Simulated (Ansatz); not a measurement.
Runs of Ansatz 0.2.0 on CuO (Tenorite). The structure is monoclinic, space group C2/c (No. 15). Conventional cell: a = 4.684 Å, b = 3.423 Å, c = 5.129 Å, α = 90.00°, β = 99.54°, γ = 90.00°. Cu (site symmetry -1) is surrounded by 4 O at 1.95 to 1.96 Å. O (site symmetry 2) has 4 Cu at 1.95 to 1.96 Å as nearest neighbours. 

```csv
task,level,potentials or basis,cell,k mesh,cutoff (eV),points for each segment of the path,gap on the mesh (eV),pressure (GPa),V0 of scaled cells (Å³/atom),B0 (GPa),largest force (eV/Å)
equation of state,PBE+D3(BJ),Ansatz PAW,as given,10 × 10 × 5,420,-,-,-,(a),173,-
equation of state,rPW86-PBE+rVV10,Ansatz PAW,as given,10 × 10 × 5,420,-,-,-,(c),163,-
phonons,PBEsol,Ansatz PAW,as given,8 × 8 × 5,420,-,none,-,-,-,-
equation of state,r2SCAN+D4,Ansatz PAW,as given,10 × 10 × 5,500,-,-,-,9.98,192,-
band structure,PBE,SPMS NC,as given,10 × 10 × 5,1034,14,none,(b),-,-,0.26
relaxation of cell and atoms,revPBE+D3(BJ),Ansatz PAW,relaxed,10 × 10 × 5,420,-,none,0.0,-,-,-
single point,PBE,Ansatz PAW,as given,7 × 7 × 4,420,-,none,5.8,-,-,0.28
equation of state,PBE,Ansatz PAW polarizable,as given,10 × 10 × 5,420,-,-,-,10.47,162,-
```

Alike in all rows: no spin polarisation; smearing fermi-dirac 0.05 eV.

Task: Estimate the missing entries.

Result: (a) 10.20; (b) 6.1; (c) 10.59.

Caveats: the run has no spin polarisation, though such a crystal can be magnetic; the cell was scaled at fixed shape and fractional positions, which overstates the stiffness of a crystal with free parameters, most of all of layers and chains (some runs); semilocal functionals often make such compounds metallic where correlation or magnetic order opens a gap, which also shifts bond lengths (some runs); the PAW data sets come from PBE, with cores solved anew for the run's functional, which leaves a small shift of forces and pressure (some runs); the potentials were made for another functional, which shifts forces and pressure (some runs); the PAW data sets were made with another functional, which shifts forces and pressure a little (some runs); the plane-wave basis is chosen anew once the cell has moved, so the energies of steps on either side of that aren't comparable (some runs).

A gap of «none» marks a metal or a gap under the smearing width.
